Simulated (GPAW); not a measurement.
# Sn (Immm) in GPAW: further runs

One crystal, Sn, is run at these levels: LDA, AM05, M06-L; tasks: Fermi surface, density of states.

All numbers are computed with GPAW 26.7.0; they aren't measurements. Logs are shortened: lines on timing, memory, paths and dates and some standing lists are left out, and cuts for length are marked. The log counts tension as positive stress, the text compression.

## Step 1: The structure

Symmetry: Immm, No. 71, orthorhombic system. The conventional cell has a = 3.453 Å, b = 3.551 Å, c = 4.677 Å, α = 90.00°, β = 90.00°, γ = 90.00°. Around Sn (site symmetry mmm) lie 12 Sn at 3.41 to 3.55 Å.

This isn't the form of Sn at room conditions, which is tetragonal (white tin).

## Step 2: Fermi surface, LDA

run.py reads:

```python
import json
import numpy as np
from ase.dft.bandgap import bandgap
from ase.io import read, write
from ase.units import GPa
from gpaw import GPAW, PW

atoms = read('Sn.cif')

calc = GPAW(mode=PW(330),
            xc='LDA',
            kpts={'size': (11, 11, 11), 'gamma': True},
            occupations={'name': 'fermi-dirac', 'width': 0.3},
            nbands=14,
            convergence={'density': 1e-05, 'energy': 1e-05},
            mixer={'backend': 'pulay'},
            maxiter=100,
            txt='gpaw.txt')
atoms.calc = calc
energy = atoms.get_potential_energy()
forces = atoms.get_forces()
stress = atoms.get_stress()
calc.write('gs.gpw')
write('result.traj', atoms)
print(f'Energy: {energy:.6f} eV')
print('Forces (eV/A):')
print(forces.round(4))
print('Stress (GPa):', (stress / GPa).round(3))
print('Fermi level:', round(calc.get_fermi_level(), 4), 'eV')
print(f'Gap: {bandgap(calc)[0]:.4f} eV, direct: {bandgap(calc, direct=True)[0]:.4f} eV')

size = (18, 18, 18)
dense = calc.fixed_density(kpts={'size': size, 'gamma': True}, update_fermi_level=True,
                           convergence={'bands': 'CBM+2.0', 'eigenstates': 1e-7}, txt='dense.txt')
ef = dense.get_fermi_level()
index = np.round(dense.get_bz_k_points() * size).astype(int) % size
recip = 2 * np.pi * atoms.cell.reciprocal()
sheets = []
for s, e_kn in enumerate(dense.eigenvalues()):
    for n in range(e_kn.shape[1] - 2):
        if e_kn[:, n].min() < ef < e_kn[:, n].max():
            e = np.empty(size)
            e[tuple(index.T)] = e_kn[dense.get_bz_to_ibz_map(), n] - ef
            de = np.array([(np.roll(e, -1, c) - np.roll(e, 1, c)) * size[c] / 2 for c in range(3)])
            v = np.linalg.norm(np.einsum('vc,cxyz->vxyz', np.linalg.inv(recip), de), axis=0)
            w = np.exp(-(e / 0.1)**2) / (0.1 * np.pi**0.5)
            sheets.append({'spin': s, 'band': n, 'filled': (e < 0).mean(), 'dos': w.mean(), 'bottom': e.min(), 'top': e.max(),
                           'velocity': (w * v).sum() / w.sum() * 1.519267e5, 'slice': e[:, :, 0].round(3).tolist()})
            print(f'spin {s} band {n}: filled share {sheets[-1]["filled"]:.3f}, from {e.min():.3f} to {e.max():.3f} eV,',
                  f'{w.mean():.3f} states/eV, mean velocity {sheets[-1]["velocity"]:.3e} m/s')
print('Fermi level on the dense mesh:', round(ef, 4), 'eV,', len(sheets), 'sheets')
json.dump({'ef': ef, 'sheets': sheets}, open('fermi.json', 'w'))
```

Sn.cif reads:

```cif
data_Sn
_cell_length_a 3.40607507
_cell_length_b 3.40607507
_cell_length_c 3.40607507
_cell_angle_alpha 119.08489763
_cell_angle_beta 117.16258755
_cell_angle_gamma 93.28931711
_space_group_name_H-M_alt 'P1'
_space_group_name_Hall 'P 1'
_space_group_IT_number 1
loop_
_space_group_symop_operation_xyz
'x,y,z'
loop_
_atom_site_label
_atom_site_type_symbol
_atom_site_symmetry_multiplicity
_atom_site_Wyckoff_symbol
_atom_site_fract_x
_atom_site_fract_y
_atom_site_fract_z
_atom_site_occupancy
Sn1 Sn 1 a 0.0000000000 0.0000000000 0.0000000000 1
```

Potentials or basis: the program's PAW data sets (release 1.2.1) made for this functional, pw.

On the command line:

```
OMP_NUM_THREADS=1 python run.py
```

gpaw.txt:

```text
__  _  _
 | _ |_)|_||  |
 |__||  | ||/\| - 26.7.0

Input parameters:
  mode=PW(ecut=330.0),
  convergence={'density': 1e-05, 'energy': 1e-05},
  kpts=MonkhorstPack(size=(11, 11, 11), gamma=True),
  maxiter=100,
  mixer=Pulay(name='pulay', nmaxold=16, beta=0.08, weight=20.0, sigma=0.015, g_ss=None),
  nbands=14,
  occupations=Occupations(name='fermi-dirac', width=0.3),
  xc=XC(name='LDA')

Diagonalizing LCAO Hamiltonian
Converting LCAO to pw mode

       Sn

Atoms  # Å, Bohr magnetons
|   | symbol |        x |        y |        z |    initial magnetic moments |
|---|--------|----------|----------|----------|-----------------------------|
| 0 |     Sn | 0.000000 | 0.000000 | 0.000000 | ( 0.0000,  0.0000,  0.0000) |

Unit cell  # Å
| periodic |         x |         y |        z |  lengths |     angles |
|----------|-----------|-----------|----------|----------|------------|
|      yes |  3.406075 |  0.000000 | 0.000000 | 3.406075 | 119.084898 |
|      yes | -0.195433 |  3.400464 | 0.000000 | 3.406075 | 117.162588 |
|      yes | -1.554931 | -1.747808 | 2.475621 | 3.406075 |  93.289317 |

Number of symmetries: 8
Symmetry operations  # r_c * U_cc + t_c -> r_c
|   | kind |            matrix            |
|---|------|------------------------------|
| 0 |  σ   |  1, 1, 1,  0, 0,-1,  0,-1, 0 |
| 1 |  E   |  1, 0, 0,  0, 1, 0,  0, 0, 1 |
| 2 |  C2  |  0, 1, 0,  1, 0, 0, -1,-1,-1 |
| 3 |  C2  |  0, 0, 1, -1,-1,-1,  1, 0, 0 |
| 4 |  σ   |  0, 0,-1,  1, 1, 1, -1, 0, 0 |
| 5 |  σ   |  0,-1, 0, -1, 0, 0,  1, 1, 1 |
| 6 |  i   | -1, 0, 0,  0,-1, 0,  0, 0,-1 |
| 7 |  C2  | -1,-1,-1,  0, 0, 1,  0, 1, 0 |

BZ-sampling:
  Number of BZ points: 1331
  Number of IBZ points: 216

  Monkhorst-Pack size: [11, 11, 11]
  Monkhorst-Pack shift: [0, 0, 0]

K-points  # in reciprocal-cell coordinates
|     |                                coordinates |     weight |
|-----|--------------------------------------------|------------|
|   0 | (  0.00000000,   0.00000000,   0.00000000) | 0.00075131 |
|   1 | (  0.09090909,  -0.09090909,  -0.09090909) | 0.00150263 |
|   2 | (  0.09090909,  -0.09090909,   0.00000000) | 0.00300526 |
|   3 | (  0.09090909,  -0.09090909,   0.09090909) | 0.00150263 |
|   4 | (  0.09090909,   0.00000000,  -0.09090909) | 0.00300526 |
|   5 | (  0.09090909,   0.00000000,   0.00000000) | 0.00300526 |
|   6 | (  0.09090909,   0.09090909,  -0.09090909) | 0.00150263 |
|   7 | (  0.18181818,  -0.18181818,  -0.18181818) | 0.00150263 |
|   8 | (  0.18181818,  -0.18181818,  -0.09090909) | 0.00300526 |
|   9 | (  0.18181818,  -0.18181818,   0.00000000) | 0.00300526 |
| ... |                                            |            |
| 215 | (  0.45454545,   0.45454545,   0.45454545) | 0.00601052 |

Plane wave coefficients: 406
Cutoff: 330.0 eV

Spin-components: 1 (collinear spins)
Bands:           14
Projectors:      6
Spin-degeneracy: 2
Datatype:        complex128

Parallelization:
  kpt:    1
  domain: 1
  band:   1

Density:
  Valence electrons: 14.0
  Components: 1
  Grid points: [15 15 15]
  Charge: 0.0  # |e|

Potential:
  Grid points: [15 15 15]

species:
  Sn:
    name:    Tin
    Z:       50.0
    valence: 14
    core:    36
    charge:  0.0  # [|e|]
    compensation charges:
      type: gauss
      rc: 0.38  # [Å]
      lmax: 2
    cutoffs:
      filter: 2.23  # [Å]
      core: 2.35  # [Å]
    projectors
    | kind |    occ | energy [eV] | rcut [Å] |
    |------|--------|-------------|----------|
    |   5s |  2.000 |     -10.799 |    1.201 |
    |   5p |  2.000 |      -3.869 |    1.270 |
    |   4d | 10.000 |     -25.910 |    1.185 |
    |    s |        |      16.413 |    1.201 |
    |    p |        |      23.342 |    1.270 |
    |    d |        |       1.302 |    1.185 |

    Using partial waves for Sn as LCAO basis

Reference energy: -167865.586811  # eV

eigensolver:
  PPCG
  Converge bands: occupied
  niter=2

density mixing:
  Pulay-Mixer
  Linear mixing parameters: 0.08
  Old densities: 16
  Fourier metric: weight=20.0, sigma=0.015

occupation numbers:
  Fermi-Dirac:
    width: 0.3000  # eV

poisson solver:
  ecut: 2640.0  # eV

xc functional:
  name: None

convergence criteria:
- Maximum integral of absolute [dens]ity change: 1e-05 electrons / valence electron
- Maximum [total energy] change in last 3 cyles: 1e-05 eV / valence electron
- Maximum integral of absolute [eigenst]ate change: 4e-08 eV^2 / valence electron
maximum number of iterations: 100

SCF iterations
|iter     | |      energy | eigst |  dens |
|---------|-|-------------|-------|-------|
|iter:   1| |   -4.221904 | -0.75 |       |
|iter:   2| |   -4.218713 | -3.32 | -1.79 |
|iter:   3| |   -4.205332 | -3.14 | -1.84 |
|iter:   4| |   -4.204663 | -5.08 | -2.45 |
|iter:   5| |   -4.204307 | -5.06 | -2.55 |
|iter:   6| |   -4.204306 | -6.73 | -3.64 |
|iter:   7| |   -4.204305c| -6.79 | -3.82 |
|iter:   8| |   -4.204305c| -7.60c| -4.73 |
|iter:   9| |   -4.204305c| -7.71c| -4.96 |
|iter:  10| |   -4.204305c| -8.66c| -5.49c|

Converged in 10 steps
Energy contributions relative to reference atoms: (reference = -167865.586811)

Energy contributions:
  Kinetic:           8.128760
  Coulomb:          -8.163030
  Zero:              0.298928
  External:          0.000000
  Xc:               -4.385373
  Entropy:          -0.167178
  Spinorbit:         0.000000
  ----------------------------
  Free energy:      -4.287894
  Extrapolated:     -4.204305

dipole moment: (-5.646686, -5.636267, -8.442937)  # |e|*Ang

Fermi level: 6.351
Eigenvalues  # (at kpt = [0.000, 0.000, 0.000])
| band index |      eig [eV] | occ [0-2] |
|------------|---------------|-----------|
|          0 |       -14.949 |     2.000 |
|          1 |       -14.935 |     2.000 |
|          2 |       -14.922 |     2.000 |
|          3 |       -14.889 |     2.000 |
|          4 |       -14.852 |     2.000 |
|          5 |        -4.421 |     2.000 |
|          6 |        13.264 |     0.000 |
|          7 |        13.414 |     0.000 |
|          8 |        13.800 |     0.000 |
|          9 |        17.185 |     0.000 |
|         10 |        17.574 |     0.000 |
|         11 |        18.073 |     0.000 |
|         12 |        18.234 |     0.000 |
|         13 |        19.646 |     0.000 |

No gap
No difference between direct/indirect transitions

Forces  # eV/Ang
|       x |       y |       z |
|---------|---------|---------|
| 0.00000 | 0.00000 | 0.00000 |  # Sn   0

Stress tensor  # eV/Ang^3
|         x |         y |         z |
|-----------|-----------|-----------|
|  0.072067 | -0.000234 |  0.001071 |
| -0.000234 |  0.072040 | -0.001011 |
|  0.001071 | -0.001011 |  0.072206 |

# Writing to gs.gpw (mode='')
```

Run time: 44 s. Hardware: 1 thread of INTEL XEON PLATINUM 8581C at 2.30GHz (Emerald Rapids), shared host; peak memory 0.3 GiB.

These settings aren't checked as converged: the numbers below hold their error.

What came out:

* Free energy: -4.2879 eV
* Pressure: -11.6 GPa
* Band gap on the k mesh: none (metal or under the smearing width)

Caveat: the cutoff is short for stress and forces, so pressures can be off by a GPa or more.

## Step 3: Fermi surface, AM05

Edit run.py of step 2 so:

```diff
@@ -5,14 +5,15 @@
 from ase.units import GPa
-from gpaw import GPAW, PW
+from gpaw import GPAW, PW, setup_paths
 
-atoms = read('Sn.cif')
+setup_paths.insert(0, '.')
 
-calc = GPAW(mode=PW(330),
-            xc='LDA',
+atoms = read('POSCAR')
+
+calc = GPAW(mode=PW(600),
+            xc='AM05',
             kpts={'size': (11, 11, 11), 'gamma': True},
-            occupations={'name': 'fermi-dirac', 'width': 0.3},
+            occupations={'name': 'fermi-dirac', 'width': 0.05},
             nbands=14,
             convergence={'density': 1e-05, 'energy': 1e-05},
-            mixer={'backend': 'pulay'},
-            maxiter=100,
+            maxiter=150,
             txt='gpaw.txt')
```

POSCAR reads:

```
Sn
1.0
   -1.7265390000      1.7755470000      2.3383420000
    1.7265390000     -1.7755470000      2.3383420000
    1.7265390000      1.7755470000     -2.3383420000
Sn
1
Direct
    0.0000000000      0.0000000000      0.0000000000
```

Potentials or basis: PAW data sets generated in the run's folder for this functional, pw.

On the command line:

```
gpaw-setup -f AM05 Sn
OMP_NUM_THREADS=1 python run.py
```

gpaw.txt:

```text
__  _  _
 | _ |_)|_||  |
 |__||  | ||/\| - 26.7.0

Input parameters:
  mode=PW(ecut=600.0),
  convergence={'density': 1e-05, 'energy': 1e-05},
  kpts=MonkhorstPack(size=(11, 11, 11), gamma=True),
  maxiter=150,
  nbands=14,
  occupations=Occupations(name='fermi-dirac', width=0.05),
  xc=XC(name='AM05')

Diagonalizing LCAO Hamiltonian
Converting LCAO to pw mode

       Sn

Atoms  # Å, Bohr magnetons
|   | symbol |        x |        y |        z |    initial magnetic moments |
|---|--------|----------|----------|----------|-----------------------------|
| 0 |     Sn | 0.000000 | 0.000000 | 0.000000 | ( 0.0000,  0.0000,  0.0000) |

Unit cell  # Å
| periodic |         x |         y |         z |  lengths |     angles |
|----------|-----------|-----------|-----------|----------|------------|
|      yes | -1.726539 |  1.775547 |  2.338342 | 3.406075 | 119.084898 |
|      yes |  1.726539 | -1.775547 |  2.338342 | 3.406075 | 117.162588 |
|      yes |  1.726539 |  1.775547 | -2.338342 | 3.406075 |  93.289317 |

Number of symmetries: 8
Symmetry operations  # r_c * U_cc + t_c -> r_c
|   | kind |            matrix            |
|---|------|------------------------------|
| 0 |  σ   |  1, 1, 1,  0, 0,-1,  0,-1, 0 |
| 1 |  E   |  1, 0, 0,  0, 1, 0,  0, 0, 1 |
| 2 |  C2  |  0, 1, 0,  1, 0, 0, -1,-1,-1 |
| 3 |  C2  |  0, 0, 1, -1,-1,-1,  1, 0, 0 |
| 4 |  σ   |  0, 0,-1,  1, 1, 1, -1, 0, 0 |
| 5 |  σ   |  0,-1, 0, -1, 0, 0,  1, 1, 1 |
| 6 |  i   | -1, 0, 0,  0,-1, 0,  0, 0,-1 |
| 7 |  C2  | -1,-1,-1,  0, 0, 1,  0, 1, 0 |

BZ-sampling:
  Number of BZ points: 1331
  Number of IBZ points: 216

  Monkhorst-Pack size: [11, 11, 11]
  Monkhorst-Pack shift: [0, 0, 0]

K-points  # in reciprocal-cell coordinates
|     |                                coordinates |     weight |
|-----|--------------------------------------------|------------|
|   0 | (  0.00000000,   0.00000000,   0.00000000) | 0.00075131 |
|   1 | (  0.09090909,  -0.09090909,  -0.09090909) | 0.00150263 |
|   2 | (  0.09090909,  -0.09090909,   0.00000000) | 0.00300526 |
|   3 | (  0.09090909,  -0.09090909,   0.09090909) | 0.00150263 |
|   4 | (  0.09090909,   0.00000000,  -0.09090909) | 0.00300526 |
|   5 | (  0.09090909,   0.00000000,   0.00000000) | 0.00300526 |
|   6 | (  0.09090909,   0.09090909,  -0.09090909) | 0.00150263 |
|   7 | (  0.18181818,  -0.18181818,  -0.18181818) | 0.00150263 |
|   8 | (  0.18181818,  -0.18181818,  -0.09090909) | 0.00300526 |
|   9 | (  0.18181818,  -0.18181818,   0.00000000) | 0.00300526 |
| ... |                                            |            |
| 215 | (  0.45454545,   0.45454545,   0.45454545) | 0.00601052 |

Plane wave coefficients: 971
Cutoff: 600.0 eV

Spin-components: 1 (collinear spins)
Bands:           14
Projectors:      6
Spin-degeneracy: 2
Datatype:        complex128

Parallelization:
  kpt:    1
  domain: 1
  band:   1

Density:
  Valence electrons: 14.0
  Components: 1
  Grid points: [20 20 20]
  Charge: 0.0  # |e|

Potential:
  Grid points: [20 20 20]

species:
  Sn:
    name:    Tin
    Z:       50.0
    valence: 14
    core:    36
    charge:  0.0  # [|e|]
    compensation charges:
      type: gauss
      rc: 0.38  # [Å]
      lmax: 2
    cutoffs:
      filter: 2.23  # [Å]
      core: 2.35  # [Å]
    projectors
    | kind |    occ | energy [eV] | rcut [Å] |
    |------|--------|-------------|----------|
    |   5s |  2.000 |     -10.541 |    1.201 |
    |   5p |  2.000 |      -3.657 |    1.270 |
    |   4d | 10.000 |     -25.801 |    1.185 |
    |    s |        |      16.670 |    1.201 |
    |    p |        |      23.554 |    1.270 |
    |    d |        |       1.410 |    1.185 |

    Using partial waves for Sn as LCAO basis

Reference energy: -167871.856213  # eV

eigensolver:
  PPCG
  Converge bands: occupied
  niter=2

density mixing:
  MSR1-Mixer
  Pratt-step length: 0.05
  Maximum mixing coefficient: 0.75
  Old densities: 10
  SVD Regularization: 0.005
  Good broyden scale: 1.0
  Trust region scale: 1.0
  Backstep threshold: 4.0
  History deletion threshold: 6.0
  Fourier metric: weight=20.0, sigma=0.015

occupation numbers:
  Fermi-Dirac:
    width: 0.0500  # eV

poisson solver:
  ecut: 4800.0  # eV

xc functional:
  name: AM05 with 2 nearest neighbor stencil

convergence criteria:
- Maximum integral of absolute [dens]ity change: 1e-05 electrons / valence electron
- Maximum [total energy] change in last 3 cyles: 1e-05 eV / valence electron
- Maximum integral of absolute [eigenst]ate change: 4e-08 eV^2 / valence electron
maximum number of iterations: 150

SCF iterations
|iter     | |      energy | eigst |  dens |
|---------|-|-------------|-------|-------|
|iter:   1| |   -4.146910 | -0.24 |       |
|iter:   2| |   -4.145929 | -2.75 | -1.74 |
|iter:   3| |   -4.133842 | -2.85 | -1.77 |
|iter:   4| |   -4.133822 | -4.31 | -2.35 |
|iter:   5| |   -4.133865c| -4.96 | -3.02 |
|iter:   6| |   -4.133870c| -6.21 | -3.94 |
|iter:   7| |   -4.133871c| -7.34 | -4.59 |
|iter:   8| |   -4.133871c| -8.22c| -5.21c|

Converged in 8 steps
Energy contributions relative to reference atoms: (reference = -167871.856213)

Energy contributions:
  Kinetic:           2.377317
  Coulomb:          -2.772426
  Zero:             -0.010408
  External:          0.000000
  Xc:               -3.726575
  Entropy:          -0.003557
  Spinorbit:         0.000000
  ----------------------------
  Free energy:      -4.135649
  Extrapolated:     -4.133871

dipole moment: (-5.859283, -6.025600, -7.935533)  # |e|*Ang

Fermi level: 6.581
Eigenvalues  # (at kpt = [0.000, 0.000, 0.000])
| band index |      eig [eV] | occ [0-2] |
|------------|---------------|-----------|
|          0 |       -14.918 |     2.000 |
|          1 |       -14.903 |     2.000 |
|          2 |       -14.885 |     2.000 |
|          3 |       -14.856 |     2.000 |
|          4 |       -14.820 |     2.000 |
|          5 |        -4.170 |     2.000 |
|          6 |        13.618 |     0.000 |
|          7 |        13.764 |     0.000 |
|          8 |        14.166 |     0.000 |
|          9 |        17.218 |     0.000 |
|         10 |        17.703 |     0.000 |
|         11 |        18.192 |     0.000 |
|         12 |        18.370 |     0.000 |
|         13 |        19.710 |     0.000 |

No gap
No difference between direct/indirect transitions

Forces  # eV/Ang
|       x |       y |       z |
|---------|---------|---------|
| 0.00000 | 0.00000 | 0.00000 |  # Sn   0

Stress tensor  # eV/Ang^3
|        x |        y |        z |
|----------|----------|----------|
| 0.019870 | 0.000000 | 0.000000 |
| 0.000000 | 0.030155 | 0.000000 |
| 0.000000 | 0.000000 | 0.021606 |

# Writing to gs.gpw (mode='')
```

stdout:

```text
Energy: -4.133871 eV
Forces (eV/A):
[[0. 0. 0.]]
Stress (GPa): [3.184 4.831 3.462 0.    0.    0.   ]
Fermi level: 6.5808 eV
Gap: 0.0000 eV, direct: 0.0000 eV
spin 0 band 6: filled share 0.773, from -4.421 to 7.022 eV, 0.105 states/eV, mean velocity 1.601e+06 m/s
spin 0 band 7: filled share 0.226, from -1.933 to 7.168 eV, 0.167 states/eV, mean velocity 1.254e+06 m/s
spin 0 band 8: filled share 0.002, from -0.313 to 7.570 eV, 0.013 states/eV, mean velocity 5.706e+05 m/s
Fermi level on the dense mesh: 6.5962 eV, 3 sheets
```

dense.txt:

```text
Diagonalizing LCAO Hamiltonian
Converting LCAO to pw mode
convergence criteria:
- Maximum integral of absolute [eigenst]ate change: 1e-07 eV^2 / valence electron
maximum number of iterations: 150

SCF iterations
|iter     | |      energy | eigst |  dens |
|---------|-|-------------|-------|-------|
|iter:   1| |             | -0.10 |       |
|iter:   2| |             | -2.30 |       |
|iter:   3| |             | -4.10 |       |
|iter:   4| |             | -5.55 |       |
|iter:   5| |             | -6.94 |       |
|iter:   6| |             | -7.71c|       |
SCF steps: 6
  __  _  _
 | _ |_)|_||  |
 |__||  | ||/\| - 26.7.0

Input parameters:
  mode=PW(ecut=600.0),
  convergence={'bands': 'CBM+2.0', 'eigenstates': 1e-07},
  gpts=array([20, 20, 20]),
  kpts=MonkhorstPack(size=(18, 18, 18), gamma=True),
  maxiter=150,
  nbands=14,
  occupations=Occupations(name='fermi-dirac', width=0.05),
  xc=XC(name='AM05')
```

It took 74 s on 1 thread of INTEL XEON PLATINUM 8581C at 2.30GHz (Emerald Rapids), shared host; peak memory 0.56 GiB.

What came out:

```
Free energy            : -4.1356 eV
Pressure               : -3.8 GPa
Band gap on the k mesh : none (metal or under the smearing width)
```

(Part 1 of 2 ends here.)
